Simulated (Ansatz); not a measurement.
**All-electron equations of state of elemental crystals**

All-electron LAPW (Ansatz 0.2.0), scalar-relativistic, no spin, Fermi–Dirac smearing 0.136 eV, k-meshes of 8 to 18 points an axis; Birch–Murnaghan fits to pressures. Some or most of these lattices are hypothetical for the element, and V0 is the minimum nearest the starting volume; lattices without a usable fit are left out; mesh and smearing are coarse, and magnetic elements are treated as non-magnetic.

```json
{"element": "Cl", "lattice": "bcc", "functional": "LDA", "V0 (Å³/atom)": "18.50", "B0 (GPa)": "53", "B′": "5.1", "k-points per axis": "14"}
{"element": "Cl", "lattice": "bcc", "functional": "PBE", "V0 (Å³/atom)": "21.78", "B0 (GPa)": "28", "B′": "5.6", "k-points per axis": "13"}
{"element": "Cl", "lattice": "bcc", "functional": "PBEsol", "V0 (Å³/atom)": "19.47", "B0 (GPa)": "43", "B′": "5.4", "k-points per axis": "14"}
{"element": "Cl", "lattice": "diamond", "functional": "LDA", "V0 (Å³/atom)": "29.94", "B0 (GPa)": "25", "B′": "4.7", "k-points per axis": "8"}
{"element": "Cl", "lattice": "diamond", "functional": "PBEsol", "V0 (Å³/atom)": "31.81", "B0 (GPa)": "20", "B′": "4.9", "k-points per axis": "8"}
{"element": "Cl", "lattice": "fcc", "functional": "LDA", "V0 (Å³/atom)": "18.29", "B0 (GPa)": "53", "B′": "5.0", "k-points per axis": "14"}
{"element": "Cl", "lattice": "fcc", "functional": "PBE", "V0 (Å³/atom)": "21.72", "B0 (GPa)": "27", "B′": "5.7", "k-points per axis": "13"}
{"element": "Cl", "lattice": "fcc", "functional": "PBEsol", "V0 (Å³/atom)": "19.28", "B0 (GPa)": "42", "B′": "5.3", "k-points per axis": "13"}
{"element": "Cl", "lattice": "sc", "functional": "LDA", "V0 (Å³/atom)": "20.83", "B0 (GPa)": "52", "B′": "5.1", "k-points per axis": "12"}
{"element": "Cl", "lattice": "sc", "functional": "PBE", "V0 (Å³/atom)": "23.75", "B0 (GPa)": "31", "B′": "5.5", "k-points per axis": "11"}
```

Give V0 and B0 for diamond Cl in PBE.

34.47 Å³/atom and 16.1 GPa.

Give V0 and B0 for sc Cl in PBEsol.

21.79 Å³/atom and 42.9 GPa.
